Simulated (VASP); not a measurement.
# Cu (Fm-3m) in VASP: a series of runs

One crystal, Cu, is run at these levels: PBE; tasks: relaxation of the atoms.

All numbers are computed with VASP 6.6.1; they aren't measurements. Logs are shortened: lines on timing, memory, paths and dates and some standing lists are left out, and cuts for length are marked.

### Step 1. The crystal as given

The structure is cubic, space group Fm-3m (No. 225). The conventional cell has a = 3.636 Å, b = 3.636 Å, c = 3.636 Å, α = 90.00°, β = 90.00°, γ = 90.00°. Around Cu (site symmetry m-3m) lie 12 Cu at 2.57 Å.

### Step 2. Relaxation of the atoms, PBE

Input file INCAR:

```
SYSTEM = Cu
ALGO = Normal
EDIFF = 1E-7
EDIFFG = -0.01
ENCUT = 600
GGA = PE
IBRION = 2
ISIF = 2
ISMEAR = 1
LASPH = .True.
LCHARG = .False.
LREAL = .False.
LWAVE = .False.
NELM = 80
NSW = 40
PREC = Accurate
SIGMA = 0.1
```

Input file KPOINTS:

```
k-points
0
Gamma
  18 18 18
  0 0 0
```

Input file POSCAR:

```
Cu                                      
1.0
    0.0000000000      1.8178591655      1.8178591655
    1.8178591655      0.0000000000      1.8178591655
    1.8178591655      1.8178591655      0.0000000000
  Cu            
     1
Direct
     0.0000000000000000    0.0000000000000000    0.0000000000000000
```

Potentials or basis: VASP PAW PBE potentials, release 64 (Cu).

The run is started by

```console
cat potpaw_PBE.64/Cu/POTCAR > POTCAR
mpirun -np 1 vasp_std > vasp.out
```

OUTCAR:

```text
SYSTEM = Cu
   EDIFF = 1E-7
   EDIFFG = -0.01
   ENCUT = 600
   GGA = PE
   IBRION = 2
   ISIF = 2
   ISMEAR = 1
   LASPH = .True.
   LREAL = .False.
   NELM = 80
   NSW = 40
   PREC = Accurate

 ion  position               nearest neighbor table
   1  0.000  0.000  0.000-

  LATTYP: Found a face centered cubic cell.
 ALAT       =     3.6357183310

  Lattice vectors:

 A1 = (   0.0000000000,   1.8178591655,   1.8178591655)
 A2 = (   1.8178591655,   0.0000000000,   1.8178591655)
 A3 = (   1.8178591655,   1.8178591655,   0.0000000000)

Analysis of symmetry for initial positions (statically):
=====================================================================
 Subroutine PRICEL returns:
 Original cell was already a primitive cell.

 Routine SETGRP: Setting up the symmetry group for a
 face centered cubic supercell.

 Subroutine GETGRP returns: Found 48 space group operations
 (whereof 48 operations were pure point group operations)
 out of a pool of 48 trial point group operations.

The static configuration has the point symmetry O_h .

Analysis of symmetry for dynamics (positions and initial velocities):
=====================================================================
 Subroutine PRICEL returns:
 Original cell was already a primitive cell.

 Routine SETGRP: Setting up the symmetry group for a
 face centered cubic supercell.

 Subroutine GETGRP returns: Found 48 space group operations
 (whereof 48 operations were pure point group operations)
 out of a pool of 48 trial point group operations.

The dynamic configuration has the point symmetry O_h .

 Subroutine INISYM returns: Found 48 space group operations
 (whereof 48 operations are pure point group operations),
 and found     1 'primitive' translations

----------------------------------------------------------------------------------------

                                     Primitive cell

  volume of cell :      12.0146

  direct lattice vectors                    reciprocal lattice vectors
     0.000000000  1.817859166  1.817859166    -0.275048810  0.275048810  0.275048810
     1.817859166  0.000000000  1.817859166     0.275048810 -0.275048810  0.275048810
     1.817859166  1.817859166  0.000000000     0.275048810  0.275048810 -0.275048810

  length of vectors
     2.570841086  2.570841086  2.570841086     0.476398513  0.476398513  0.476398513

[... 77 lines left out ...]
   NELM   =     80;   NELMIN=  2; NELMDL= -5     # of ELM steps
   EDIFF  = 0.1E-06   stopping-criterion for ELM
   LREAL  =      F    real-space projection
   EDIFFG = -.1E-01   stopping-criterion for IOM
   NSW    =     40    number of steps for IOM
   IBRION =      2    ionic relax: 0-MD 1-quasi-New 2-CG
   NFREE  =      1    steps in history (QN), initial steepest desc. (CG)
   ISIF   =      2    stress and relaxation
   ISYM   =      2    0-nonsym 1-usesym 2-fastsym
   POTIM  = 0.5000    time-step for ionic-motion
   TEBEG  =    0.0;   TEEND  =   0.0 temperature during run
   PSTRESS=    0.0 pullay stress
   NELECT =      11.0000    total number of electrons
   NUPDOWN=      -1.0000    fix difference up-down
   EMIN   =  10.00;   EMAX   =-10.00  energy-range for DOS
   EFERMI =   0.00;   METHOD = LEGACY
   ISMEAR =     1;   SIGMA  =   0.10  broadening in eV -4-tet -1-fermi 0-gaus
   EFERMI_NEDOS =   21; number of points for ismear=-14 and -15
   IALGO  =     38    algorithm
   IMIX   =      4    mixing-type and parameters
     AMIX     =   0.40;   BMIX     =  1.00
     AMIX_MAG =   1.60;   BMIX_MAG =  1.00
  volume/ion in A,a.u.               =      12.01        81.08
  Fermi-wavevector in a.u.,A,eV,Ry     =   1.589652  3.004007 34.381849  2.526995
  Thomas-Fermi vector in A             =   2.688469
   LORBIT       =      0    0 simple, 1 ext, 2 COOP (PROOUT), +10 PAW based schemes
   GGA     = PE    functional components
   LHFCALC =     F    Hartree Fock is set to
   AEXX    =    0.0000 exact exchange contribution
   IVDW    =     0    specifies the selected vdW correction
   LEPSILON=     F    determine dielectric tensor
   LRPA    =     F    only Hartree local field effects (RPA)
 conjugate gradient relaxation of ions
 non-spin polarized calculation
 Methfessel and Paxton  Order N= 1 SIGMA  =   0.10
  energy-cutoff  :      600.00
  volume of cell :       12.01
 maximum number of plane-waves:       412
 NGX is ok and might be reduce to    24
   NGX = 11   NGY = 11   NGZ = 11

 number of electron      10.9999998 magnetization

 Free energy of the ion-electron system (eV)
  ---------------------------------------------------
  ext. energy  EPLUGINS =         0.00000000
  ---------------------------------------------------
  free energy    TOTEN  =        -3.72849718 eV

  energy without entropy =       -3.72853524  energy(sigma->0) =       -3.72850987

 E-fermi :   7.3451     XC(G=0): -12.6257

 val. band max:        7.2916191786   @ k =   0.5000   0.3333   0.1667
 cond. band min:       7.3524139180   @ k =   0.5000   0.2778   0.1111
 fundamental gap:      0.0607947394
 Fermi energy:         7.3451145006

 k-point     1 :       0.0000    0.0000    0.0000
  band No.  band energies     occupation
      1      -1.8461      2.00000
      2       4.4071      2.00000
      3       4.4071      2.00000
      4       4.4071      2.00000
      5       5.2078      2.00000
      6       5.2078      2.00000
      7      29.8314      0.00000
      8      32.3437      0.00000
      9      32.3437      0.00000
[... 265 lines left out ...]
 k-point    24 :      -0.2222    0.0556    0.0000
  band No.  band energies     occupation
      1       0.2040      2.00000
      2       4.1245      2.00000
      3       4.5599      2.00000
      4       4.5972      2.00000
      5       5.1620      2.00000
      6       5.3991      2.00000
      7      20.2066      0.00000
      8      27.1298      0.00000
      9      30.8292      0.00000

 [... further k-points ...]
[... 5 lines left out ...]
  --------------------------------------------------------------------------------------
  -------------------------------------------------------------------------------------
  Total        0.0035913      0.0035913      0.0035913     -0.0000000      0.0000000     -0.0000000
  in kB        0.4789056      0.4789056      0.4789056     -0.0000000      0.0000000     -0.0000000
  external PRESSURE =       0.4789056 kB  Pullay stress =       0.0000000 kB

 VOLUME and BASIS-vectors are now :
 -----------------------------------------------------------------------------
  energy-cutoff  :      600.00
  volume of cell :       12.01
      direct lattice vectors                 reciprocal lattice vectors
     0.000000000  1.817859166  1.817859166    -0.275048810  0.275048810  0.275048810
     1.817859166  0.000000000  1.817859166     0.275048810 -0.275048810  0.275048810
     1.817859166  1.817859166  0.000000000     0.275048810  0.275048810 -0.275048810

 POSITION                                       TOTAL-FORCE (eV/Angst)
 -----------------------------------------------------------------------------------
      0.00000      0.00000      0.00000         0.000000      0.000000      0.000000
 -----------------------------------------------------------------------------------
    total drift:                               -0.000000     -0.000000     -0.000000

  FREE ENERGIE OF THE ION-ELECTRON SYSTEM (eV)
  ---------------------------------------------------
  free  energy   TOTEN  =        -3.7284971791 eV

  energy  without entropy=       -3.7285352369  energy(sigma->0) =       -3.72850987

 reached required accuracy - stopping structural energy minimisation
```

Run time: 8.5 s. Hardware: 1 thread of Intel Xeon 6975P-C (Granite Rapids), shared host; peak memory 0.15 GiB.

Results:

```
Free energy             : -3.7285 eV
Pressure after relaxing : 0.0 GPa
Band gap on the k mesh  : none (metal or under the smearing width)
```

Final structure:
```
CELL_PARAMETERS angstrom
0.00000 1.81786 1.81786
1.81786 0.00000 1.81786
1.81786 1.81786 0.00000
ATOMIC_POSITIONS crystal
Cu 0.00000 0.00000 0.00000
```

Levels at points of the mesh, in eV from the Fermi level:
```tsv
k point	band 4	band 5	band 6	band 7	band 8	band 9
(0.00, 0.00, 0.00)	-2.94	-2.14	-2.14	22.49	25.00	25.00
(0.50, 0.00, 0.00)	-1.58	-1.58	-0.92	3.70	20.99	21.84
(0.50, 0.50, 0.00)	-1.44	-1.44	1.54	7.03	12.98	12.98
```

Caveat: the relaxation stopped at its first step, so nothing moved.

### Step 3. Relaxation of the atoms, PBE (a relaxed cell with its volume scaled by 1.02)

INCAR is that of step 2.

KPOINTS is that of step 2.

Input file POSCAR:

```
Cu                                      
1.0
    0.0000000000      1.8298983188      1.8298983188
    1.8298983188      0.0000000000      1.8298983188
    1.8298983188      1.8298983188      0.0000000000
  Cu            
     1
Direct
     0.0000000000000000    0.0000000000000000    0.0000000000000000
```

Potentials or basis: VASP PAW PBE potentials, release 64 (Cu).

The run is started by

```console
cat potpaw_PBE.64/Cu/POTCAR > POTCAR
mpirun -np 1 vasp_std > vasp.out
```

OUTCAR:

```text
SYSTEM = Cu
   EDIFF = 1E-7
   EDIFFG = -0.01
   ENCUT = 600
   GGA = PE
   IBRION = 2
   ISIF = 2
   ISMEAR = 1
   LASPH = .True.
   LREAL = .False.
   NELM = 80
   NSW = 40
   PREC = Accurate

 ion  position               nearest neighbor table
   1  0.000  0.000  0.000-

  LATTYP: Found a face centered cubic cell.
 ALAT       =     3.6597966376

  Lattice vectors:

 A1 = (   0.0000000000,   1.8298983188,   1.8298983188)
 A2 = (   1.8298983188,   0.0000000000,   1.8298983188)
 A3 = (   1.8298983188,   1.8298983188,   0.0000000000)

Analysis of symmetry for initial positions (statically):
=====================================================================
 Subroutine PRICEL returns:
 Original cell was already a primitive cell.

 Routine SETGRP: Setting up the symmetry group for a
 face centered cubic supercell.

 Subroutine GETGRP returns: Found 48 space group operations
 (whereof 48 operations were pure point group operations)
 out of a pool of 48 trial point group operations.

The static configuration has the point symmetry O_h .

Analysis of symmetry for dynamics (positions and initial velocities):
=====================================================================
 Subroutine PRICEL returns:
 Original cell was already a primitive cell.

 Routine SETGRP: Setting up the symmetry group for a
 face centered cubic supercell.

 Subroutine GETGRP returns: Found 48 space group operations
 (whereof 48 operations were pure point group operations)
 out of a pool of 48 trial point group operations.

The dynamic configuration has the point symmetry O_h .

 Subroutine INISYM returns: Found 48 space group operations
 (whereof 48 operations are pure point group operations),
 and found     1 'primitive' translations

[... 110 lines left out ...]
   IMIX   =      4    mixing-type and parameters
     AMIX     =   0.40;   BMIX     =  1.00
     AMIX_MAG =   1.60;   BMIX_MAG =  1.00
  volume/ion in A,a.u.               =      12.25        82.70
  Fermi-wavevector in a.u.,A,eV,Ry     =   1.579194  2.984244 33.930932  2.493853
  Thomas-Fermi vector in A             =   2.679610
   LORBIT       =      0    0 simple, 1 ext, 2 COOP (PROOUT), +10 PAW based schemes
   GGA     = PE    functional components
   LHFCALC =     F    Hartree Fock is set to
   AEXX    =    0.0000 exact exchange contribution
   IVDW    =     0    specifies the selected vdW correction
   LEPSILON=     F    determine dielectric tensor
   LRPA    =     F    only Hartree local field effects (RPA)
 conjugate gradient relaxation of ions
 non-spin polarized calculation
 Methfessel and Paxton  Order N= 1 SIGMA  =   0.10
  energy-cutoff  :      600.00
  volume of cell :       12.25
 maximum number of plane-waves:       419
 NGX is ok and might be reduce to    24
   NGX = 11   NGY = 11   NGZ = 11

 number of electron      11.0000001 magnetization

 Free energy of the ion-electron system (eV)
  ---------------------------------------------------
  ext. energy  EPLUGINS =         0.00000000
  ---------------------------------------------------
  free energy    TOTEN  =        -3.72660701 eV

  energy without entropy =       -3.72667117  energy(sigma->0) =       -3.72662840

 E-fermi :   7.1046     XC(G=0): -12.5119

 val. band max:        7.0436328884   @ k =   0.5000   0.3333   0.1667
 cond. band min:       7.1050037917   @ k =   0.5000   0.2778   0.1111
 fundamental gap:      0.0613709032
 Fermi energy:         7.1045963970

 k-point     1 :       0.0000    0.0000    0.0000
  band No.  band energies     occupation
      1      -1.9367      2.00000
      2       4.2272      2.00000
      3       4.2272      2.00000
      4       4.2272      2.00000
      5       5.0036      2.00000
      6       5.0036      2.00000
      7      29.4336      0.00000
      8      31.7939      0.00000
      9      31.7939      0.00000
[... 265 lines left out ...]
 k-point    24 :      -0.2222    0.0556    0.0000
  band No.  band energies     occupation
      1       0.0869      2.00000
      2       3.9547      2.00000
      3       4.3759      2.00000
      4       4.4118      2.00000
      5       4.9597      2.00000
      6       5.1895      2.00000
      7      19.7999      0.00000
      8      26.6547      0.00000
      9      30.3650      0.00000

 [... further k-points ...]
[... 5 lines left out ...]
  --------------------------------------------------------------------------------------
  -------------------------------------------------------------------------------------
  Total       -0.1950826     -0.1950826     -0.1950826      0.0000000      0.0000000     -0.0000000
  in kB      -25.5045807    -25.5045807    -25.5045807      0.0000000      0.0000000     -0.0000000
  external PRESSURE =     -25.5045807 kB  Pullay stress =       0.0000000 kB

 VOLUME and BASIS-vectors are now :
 -----------------------------------------------------------------------------
  energy-cutoff  :      600.00
  volume of cell :       12.25
      direct lattice vectors                 reciprocal lattice vectors
     0.000000000  1.829898319  1.829898319    -0.273239226  0.273239226  0.273239226
     1.829898319  0.000000000  1.829898319     0.273239226 -0.273239226  0.273239226
     1.829898319  1.829898319  0.000000000     0.273239226  0.273239226 -0.273239226

 POSITION                                       TOTAL-FORCE (eV/Angst)
 -----------------------------------------------------------------------------------
      0.00000      0.00000      0.00000         0.000000      0.000000      0.000000
 -----------------------------------------------------------------------------------
    total drift:                               -0.000000      0.000000      0.000000

  FREE ENERGIE OF THE ION-ELECTRON SYSTEM (eV)
  ---------------------------------------------------
  free  energy   TOTEN  =        -3.7266070077 eV

  energy  without entropy=       -3.7266711749  energy(sigma->0) =       -3.72662840

 reached required accuracy - stopping structural energy minimisation
```

Run time: 8.7 s. Hardware: 1 thread of Intel Xeon 6975P-C (Granite Rapids), shared host; peak memory 0.15 GiB.

What came out:

```
Free energy             : -3.7266 eV
Pressure after relaxing : -2.6 GPa
Band gap on the k mesh  : none (metal or under the smearing width)
```

Final structure:
```yaml
crystal:
  lattice:
    - [0.00000, 1.82990, 1.82990]
    - [1.82990, 0.00000, 1.82990]
    - [1.82990, 1.82990, 0.00000]
  atoms:
    - { symbol: Cu, position: [0.00000, 0.00000, 0.00000] }
```

Levels at points of the mesh, in eV from the Fermi level:
| k point | band 2 | band 3 | band 4 | band 5 | band 6 | band 7 | band 8 | band 9 |
| --- | --- | --- | --- | --- | --- | --- | --- | --- |
| (0.00, 0.00, 0.00) | -2.88 | -2.88 | -2.88 | -2.10 | -2.10 | 22.33 | 24.69 | 24.69 |
| (0.50, 0.00, 0.00) | -2.91 | -2.91 | -1.56 | -1.56 | -0.86 | 3.61 | 20.84 | 21.53 |
| (0.50, 0.50, 0.00) | -4.19 | -1.58 | -1.43 | -1.43 | 1.56 | 6.89 | 12.83 | 12.83 |

Caveat: the relaxation stopped at its first step, so nothing moved.

(Part 1 of 2 ends here.)
